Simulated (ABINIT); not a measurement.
Here is an ABINIT 10.8.3 (patched build) calculation.

Contents of run.abi:

```
ndtset 7
getwfk -1
scalecart1 3*0.9795861087
scalecart2 3*0.9864848297
scalecart3 3*0.9932883884
scalecart4 3*1.0000000000
scalecart5 3*1.0066227096
scalecart6 3*1.0131594038
scalecart7 3*1.0196128224

pp_dirpath "./"
pseudos "Al.GGA_PBE-JTH.xml"

acell 3*1.0 Angstrom
rprim
    -1.5912186900     1.5912186900     1.5912186900
     1.5912186900    -1.5912186900     1.5912186900
     1.5912186900     1.5912186900    -1.5912186900
ntypat 1
znucl 13
natom 1
typat 1
xred
     0.0000000000     0.0000000000     0.0000000000

ecut 18.0
pawecutdg 36.0

kptopt 1
ngkpt 12 12 12
nshiftk 1
shiftk 0.0 0.0 0.0

ixc -497498
usekden 1
pawxcdev 0

nband 6
occopt 3
tsmear 0.05 eV

nstep 100
tolvrs 1.0e-7

iomode 3
prtwf 1
prtden 0
prteig 0
prtebands 0
```

Potentials or basis: JTH PAW PBE v2.0.

Launch:

```sh
$ abinit run.abi > log 2>&1
```

Question: Estimate the bulk modulus.

Answer: 80 GPa.

Question: Estimate the equilibrium volume.

Answer: 16.32 Å³/atom.

Question: Estimate the pressure derivative of the bulk modulus.

Answer: 4.6.

Energy against volume, from the lowest point:
| volume (Å³/atom) | energy (meV/atom) |
| --- | --- |
| 15.149 | 23.93 |
| 15.471 | 12.00 |
| 15.793 | 4.31 |
| 16.116 | 0.45 |
| 16.438 | 0.00 |
| 16.760 | 2.58 |
| 17.083 | 7.91 |

Caveat: pressures at fixed basis lie under the slope of the energies; the PAW data sets were made with another functional, which shifts forces and pressure a little.
